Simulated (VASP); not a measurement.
Here is a VASP 6.6.1 calculation.

INCAR

```
SYSTEM = C
PREC = Accurate ; ENCUT = 520
EDIFF = 1E-7 ; ISMEAR = 0
SIGMA = 0.02 ; LREAL = .False.
LASPH = .True. ; NELM = 80
ALGO = Normal ; ISIF = 3
LWAVE = .False. ; LCHARG = .False.
GGA = PE ; IVDW = 12
IBRION = 2 ; NSW = 80
EDIFFG = -0.002
```

The input KPOINTS:

```
Automatic mesh
0
Gamma
  3 3 1
  0 0 0
```

File POSCAR:

```
C
1.0
    2.4560000000      0.0000000000      0.0000000000
   -1.2280000000      2.1269583900      0.0000000000
    0.0000000000      0.0000000000      6.6960000000
C
4
Direct
    0.0000000000      0.0000000000      0.7500000000
    0.0000000000      0.0000000000      0.2500000000
    0.3333333300      0.6666666700      0.7500000000
    0.6666666700      0.3333333300      0.2500000000
```

Potentials or basis: VASP PAW PBE potentials, release 64 (C).

The run is started by

```sh
$ cat potpaw_PBE.64/C/POTCAR > POTCAR
$ mpirun -np 4 vasp_std > vasp.out
```

Problem. What does it give for the space group after relaxing (to 0.05 Å)?

Solution. P6_3/mmc (No. 194).

Problem. Predict the relaxed cell.

Solution. a = 2.474 Å, b = 2.474 Å, c = 6.489 Å, α = 90.00°, β = 90.00°, γ = 120.00°.

Problem. Predict the dispersion energy per atom.

Solution. -0.162 eV.

Problem. What does it give for the band gap on the k mesh?

Solution. None (metal or under the smearing width).

The path:
| step | energy change (eV) | largest force (eV/Å) | pressure (GPa) | volume (Å³) |
| --- | --- | --- | --- | --- |
| 1 | 0.0000 | 0.0000 | 6.14 | 34.98 |
| 2 | 0.0777 | 0.0000 | -15.02 | 36.69 |
| 3 | -0.0167 | 0.0000 | -0.71 | 35.48 |
| 4 | -0.0167 | 0.0000 | -0.58 | 35.47 |
| 5 | -0.0178 | 0.0000 | -0.53 | 35.35 |
| 6 | -0.0204 | 0.0000 | -0.35 | 34.97 |
| 7 | -0.0218 | 0.0000 | 0.06 | 34.22 |
| 8 | -0.0219 | 0.0000 | -0.07 | 34.43 |
| 9 | -0.0219 | 0.0000 | -0.05 | 34.40 |
| 10 | -0.0219 | 0.0000 | 0.32 | 34.37 |
| 11 | -0.0219 | 0.0000 | 0.00 | 34.40 |

Caveat: the k mesh is coarse (spacing up to 0.98 Å⁻¹), so the values aren't converged.
